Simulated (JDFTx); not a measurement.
# Ge (Fd-3m) in JDFTx: further runs, part 2 of 2

JDFTx 1.7.0 (patched build). The steps go on from the part before.

## Step 3: Relaxation of cell and atoms, PBE

The input, Ge.in:

```
lattice \
    0.0000000000     5.3458651312     5.3458651312 \
    5.3458651312     0.0000000000     5.3458651312 \
    5.3458651312     5.3458651312     0.0000000000
coords-type Cartesian
ion Ge     8.0187976968     8.0187976968     8.0187976968 1
ion Ge     5.3458651312     5.3458651312     5.3458651312 1

ion-species pseudo/Ge.upf
elec-cutoff 40 320
elec-ex-corr gga-PBE
kpoint-folding 4 4 4
elec-smearing Fermi 0.0018374661
elec-n-bands 21
electronic-SCF nIterations 100 energyDiffThreshold 1e-09
electronic-minimize nIterations 30 energyDiffThreshold 1e-7
forces-output-coords Cartesian
lattice-minimize nIterations 40 energyDiffThreshold 1e-6

dump-name run.$VAR
dump End Ecomponents EigStats BandEigs Kpoints Forces Stress
```

Potentials or basis: Ansatz-NC-SR-PBE with smoothed tails.

On the command line:

```sh
$ jdftx -c 1 -i Ge.in -o Ge.out
```

Standard output:

```text
[... set-up lines left out ...]
LCAOMinimize: Iter:   0  F: -159.7755914424795947  |grad|_K:  8.313e-05  alpha:  1.000e+00
	FillingsUpdate:  mu: +0.355045829  nElectrons: 28.000000
LCAOMinimize: Iter:   1  F: -159.7756035552501999  |grad|_K:  2.251e-06  alpha:  9.937e-01  linmin: -9.230e-03  cgtest:  1.630e-01
LCAOMinimize: Encountered beta<0, resetting CG.
	FillingsUpdate:  mu: +0.355040538  nElectrons: 28.000000
LCAOMinimize: Iter:   2  F: -159.7756035636136858  |grad|_K:  1.444e-07  alpha:  9.358e-01  linmin:  9.910e-04  cgtest: -7.824e-03
	FillingsUpdate:  mu: +0.355040927  nElectrons: 28.000000
LCAOMinimize: Iter:   3  F: -159.7756035636494687  |grad|_K:  4.456e-09  alpha:  9.952e-01  linmin:  1.274e-01  cgtest: -9.167e-01
LCAOMinimize: Converged (|Delta F|<1.000000e-06 for 2 iters).

--------- Lattice Minimization ---------

-------- Electronic minimization -----------
Will mix electronic density at each iteration.
	FillingsUpdate:  mu: +0.355040927  nElectrons: 28.000000
	FillingsUpdate:  mu: +0.343970052  nElectrons: 28.000000
SCF: Cycle:  0   F: -159.816879689519453   dF: -4.128e-02   |Residual|: 4.932e-02   |deigs|: 1.736e-01
	FillingsUpdate:  mu: +0.347684746  nElectrons: 28.000000
SCF: Cycle:  1   F: -159.817867976502384   dF: -9.883e-04   |Residual|: 2.840e-02   |deigs|: 5.904e-03
	FillingsUpdate:  mu: +0.353545480  nElectrons: 28.000000
SCF: Cycle:  2   F: -159.818070520180299   dF: -2.025e-04   |Residual|: 4.567e-03   |deigs|: 5.972e-03
	FillingsUpdate:  mu: +0.353666447  nElectrons: 28.000000
SCF: Cycle:  3   F: -159.818079351727221   dF: -8.832e-06   |Residual|: 2.148e-03   |deigs|: 7.073e-04
	FillingsUpdate:  mu: +0.354347378  nElectrons: 28.000000
SCF: Cycle:  4   F: -159.818082150690543   dF: -2.799e-06   |Residual|: 6.314e-04   |deigs|: 7.977e-04
	FillingsUpdate:  mu: +0.354375593  nElectrons: 28.000000
SCF: Cycle:  5   F: -159.818082497580349   dF: -3.469e-07   |Residual|: 3.622e-04   |deigs|: 2.023e-04
	FillingsUpdate:  mu: +0.354367640  nElectrons: 28.000000
SCF: Cycle:  6   F: -159.818082547612420   dF: -5.003e-08   |Residual|: 4.865e-05   |deigs|: 1.424e-04
	FillingsUpdate:  mu: +0.354376204  nElectrons: 28.000000
SCF: Cycle:  7   F: -159.818082560502745   dF: -1.289e-08   |Residual|: 2.137e-05   |deigs|: 4.388e-04
	FillingsUpdate:  mu: +0.354377795  nElectrons: 28.000000
SCF: Cycle:  8   F: -159.818082564069073   dF: -3.566e-09   |Residual|: 1.035e-05   |deigs|: 4.851e-05
	FillingsUpdate:  mu: +0.354377695  nElectrons: 28.000000
SCF: Cycle:  9   F: -159.818082565254201   dF: -1.185e-09   |Residual|: 7.665e-06   |deigs|: 2.836e-05
	FillingsUpdate:  mu: +0.354377521  nElectrons: 28.000000
SCF: Cycle: 10   F: -159.818082565757919   dF: -5.037e-10   |Residual|: 3.110e-06   |deigs|: 1.216e-05
	FillingsUpdate:  mu: +0.354377624  nElectrons: 28.000000
SCF: Cycle: 11   F: -159.818082565918189   dF: -1.603e-10   |Residual|: 7.330e-07   |deigs|: 4.228e-06
SCF: Converged (|Delta E|<1.000000e-09 for 2 iters).

Setting wave functions to eigenvectors of Hamiltonian
# Lattice vectors:
R =
[            0      5.34587      5.34587  ]
[      5.34587            0      5.34587  ]
[      5.34587      5.34587            0  ]
unit cell volume = 305.551

# Strain tensor in Cartesian coordinates:
[            0            0            0  ]
[            0            0            0  ]
[            0            0            0  ]

# Stress tensor in Cartesian coordinates [Eh/a0^3]:
[ -0.000148507            0            0  ]
[            0 -0.000148507            0  ]
[            0            0 -0.000148507  ]

# Ionic positions in cartesian coordinates:
ion Ge   8.018797696800000   8.018797696800000   8.018797696800000 1
ion Ge   5.345865131199999   5.345865131200000   5.345865131200000 1

# Forces in Cartesian coordinates:
force Ge   0.000000000000000  -0.000000000000000  -0.000000000000000 1
force Ge  -0.000000000000000   0.000000000000000  -0.000000000000000 1

# Energy components:
   Eewald =      -98.7503791004548077
       EH =       55.4162546531586599
     Eloc =     -156.5622320867460928
      Enl =      -69.1681113848633089
      Exc =      -43.6646821638167211
 Exc_core =       18.8142549874708394
       KE =      134.0970114644889861
-------------------------------------
     Etot =     -159.8178836307624522
       TS =        0.0001989351557315
-------------------------------------
        F =     -159.8180825659181892

LatticeMinimize: Iter:   0  F: -159.818082565918189  |grad|_K:  1.167e-02

#--- Lowdin population analysis ---
# oxidation-state Ge +0.021 +0.021

-------- Electronic minimization -----------
Will mix electronic density at each iteration.
	FillingsUpdate:  mu: +0.354377624  nElectrons: 28.000000
	FillingsUpdate:  mu: +0.352435246  nElectrons: 28.000000
SCF: Cycle:  0   F: -159.818216327509077   dF: -8.807e-06   |Residual|: 4.607e-04   |deigs|: 7.522e-06
	FillingsUpdate:  mu: +0.352480087  nElectrons: 28.000000
SCF: Cycle:  1   F: -159.818216460351664   dF: -1.328e-07   |Residual|: 2.286e-04   |deigs|: 1.221e-04
	FillingsUpdate:  mu: +0.352522199  nElectrons: 28.000000
SCF: Cycle:  2   F: -159.818216515549864   dF: -5.520e-08   |Residual|: 9.406e-05   |deigs|: 1.073e-04
	FillingsUpdate:  mu: +0.352519766  nElectrons: 28.000000
SCF: Cycle:  3   F: -159.818216519724501   dF: -4.175e-09   |Residual|: 5.012e-05   |deigs|: 1.471e-05
	FillingsUpdate:  mu: +0.352525040  nElectrons: 28.000000
SCF: Cycle:  4   F: -159.818216520468440   dF: -7.439e-10   |Residual|: 1.968e-05   |deigs|: 3.636e-06
	FillingsUpdate:  mu: +0.352524452  nElectrons: 28.000000
SCF: Cycle:  5   F: -159.818216520599293   dF: -1.309e-10   |Residual|: 6.093e-06   |deigs|: 1.184e-06
SCF: Converged (|Delta E|<1.000000e-09 for 2 iters).

Setting wave functions to eigenvectors of Hamiltonian
LatticeMinimize: 	Wolfe criterion not satisfied: alpha: 1  (E-E0)/|gdotd0|: -0.983781  gdotd/gdotd0: 0.967338 (taking cubic step)

-------- Electronic minimization -----------
Will mix electronic density at each iteration.
	FillingsUpdate:  mu: +0.352524452  nElectrons: 28.000000
	FillingsUpdate:  mu: +0.348747446  nElectrons: 28.000000
SCF: Cycle:  0   F: -159.818470580846878   dF: -3.449e-05   |Residual|: 8.728e-04   |deigs|: 8.884e-06
	FillingsUpdate:  mu: +0.348829211  nElectrons: 28.000000
SCF: Cycle:  1   F: -159.818471046370632   dF: -4.655e-07   |Residual|: 4.299e-04   |deigs|: 2.331e-04
	FillingsUpdate:  mu: +0.348905125  nElectrons: 28.000000
SCF: Cycle:  2   F: -159.818471206243714   dF: -1.599e-07   |Residual|: 1.801e-04   |deigs|: 2.018e-04
	FillingsUpdate:  mu: +0.348903834  nElectrons: 28.000000
SCF: Cycle:  3   F: -159.818471216968220   dF: -1.072e-08   |Residual|: 1.019e-04   |deigs|: 2.030e-05
	FillingsUpdate:  mu: +0.348914006  nElectrons: 28.000000
SCF: Cycle:  4   F: -159.818471218924628   dF: -1.956e-09   |Residual|: 3.612e-05   |deigs|: 6.386e-06
	FillingsUpdate:  mu: +0.348913570  nElectrons: 28.000000
SCF: Cycle:  5   F: -159.818471219310084   dF: -3.855e-10   |Residual|: 1.222e-05   |deigs|: 3.297e-06
	FillingsUpdate:  mu: +0.348914912  nElectrons: 28.000000
SCF: Cycle:  6   F: -159.818471219432126   dF: -1.220e-10   |Residual|: 9.653e-06   |deigs|: 4.532e-06
SCF: Converged (|Delta E|<1.000000e-09 for 2 iters).

Setting wave functions to eigenvectors of Hamiltonian
LatticeMinimize: 	Wolfe criterion not satisfied: alpha: 3  (E-E0)/|gdotd0|: -2.85432  gdotd/gdotd0: 0.90377 (taking cubic step)
[... 302 lines left out ...]
# Strain tensor in Cartesian coordinates:
[    0.0245087            0            0  ]
[            0    0.0245087            0  ]
[            0            0    0.0245087  ]

# Stress tensor in Cartesian coordinates [Eh/a0^3]:
[ -8.57603e-08            0            0  ]
[            0 -8.57603e-08            0  ]
[            0            0 -8.57603e-08  ]

# Ionic positions in cartesian coordinates:
ion Ge   8.215328217607492   8.215328217607492   8.215328217607492 1
ion Ge   5.476885478404994   5.476885478404995   5.476885478404995 1

# Forces in Cartesian coordinates:
force Ge  -0.000000000000000   0.000000000000000   0.000000000000000 1
force Ge  -0.000000000000000  -0.000000000000000  -0.000000000000000 1

# Energy components:
   Eewald =      -96.3880311917063608
       EH =       56.8610792936354343
     Eloc =     -160.3277479456182562
      Enl =      -69.2024731713407135
      Exc =      -43.6279759628867794
 Exc_core =       18.8142547445144359
       KE =      134.0513483518430462
-------------------------------------
     Etot =     -159.8195458815592360
       TS =        0.0002368687363672
-------------------------------------
        F =     -159.8197827502956159

LatticeMinimize: Iter:   5  F: -159.819782750295616  |grad|_K:  7.246e-06  alpha:  2.580e-02  linmin:  1.000e+00
LatticeMinimize: Converged (|Delta F|<1.000000e-06 for 2 iters).

#--- Lowdin population analysis ---
# oxidation-state Ge +0.020 +0.020

Dumping 'run.eigStats' ...
	eMin: -0.594903 at state 7 ( [ +0.250000 +0.500000 -0.250000 ] spin 0 )
	HOMO: +0.293247 at state 0 ( [ +0.000000 +0.000000 +0.000000 ] spin 0 )
	mu  : +0.313295
	LUMO: +0.314520 at state 2 ( [ +0.000000 +0.000000 +0.500000 ] spin 0 )
	eMax: +0.773193 at state 7 ( [ +0.250000 +0.500000 -0.250000 ] spin 0 )
	HOMO-LUMO gap: +0.021273
	Optical gap  : +0.022436 at state 0 ( [ +0.000000 +0.000000 +0.000000 ] spin 0 )
Done!
[note: the HOMO, LUMO and gaps printed at the end count levels as full or empty at half filling, so they show a gap where a level is partly filled]
```

Wall time 1.9 min (1 thread of AMD EPYC 7R43 (Zen 3), shared host); peak memory 0.14 GiB.

What came out:

| Property | Result |
| --- | --- |
| Free energy | -4348.9178 eV |
| Relaxed volume | 24.34 Å³/atom |
| Relaxed cell | a = 4.099 Å, b = 4.099 Å, c = 4.099 Å, α = 60.00°, β = 60.00°, γ = 60.00° |
| Space group after relaxing (to 0.05 Å) | Fd-3m (No. 227) |
| Energy gained by relaxing | 23.1 meV/atom |
| Ionic steps | 6 |
| Pressure after relaxing | 0.0 GPa |
| Band gap on the k mesh | none (metal or under the smearing width) |

Step by step:
```tsv
step	energy change (eV)	largest force (eV/Å)	pressure (GPa)	volume (Å³)
1	0.0000	0.0000	4.37	45.28
2	-0.0228	0.0000	3.18	46.24
3	-0.0458	0.0000	-0.41	49.05
4	-0.0463	0.0000	-0.03	48.71
5	-0.0463	0.0000	0.00	48.69
6	-0.0463	0.0000	0.00	48.69
```

Final structure:
```cif
data_structure
_symmetry_space_group_name_H-M 'P 1'
_symmetry_Int_Tables_number 1
_cell_length_a 4.0987
_cell_length_b 4.0987
_cell_length_c 4.0987
_cell_angle_alpha 60.000
_cell_angle_beta 60.000
_cell_angle_gamma 60.000
_cell_volume 48.69
loop_
_atom_site_label
_atom_site_type_symbol
_atom_site_fract_x
_atom_site_fract_y
_atom_site_fract_z
_atom_site_occupancy
Ge1 Ge 0.75000 0.75000 0.75000 1
Ge2 Ge 0.50000 0.50000 0.50000 1
```

Caveat: the k mesh is coarse (spacing up to 0.48 Å⁻¹), so the values aren't converged; the plane waves are those of the starting cell, so after so large a change of volume the result is rough. Zero-point motion and thermal expansion aren't in these numbers.
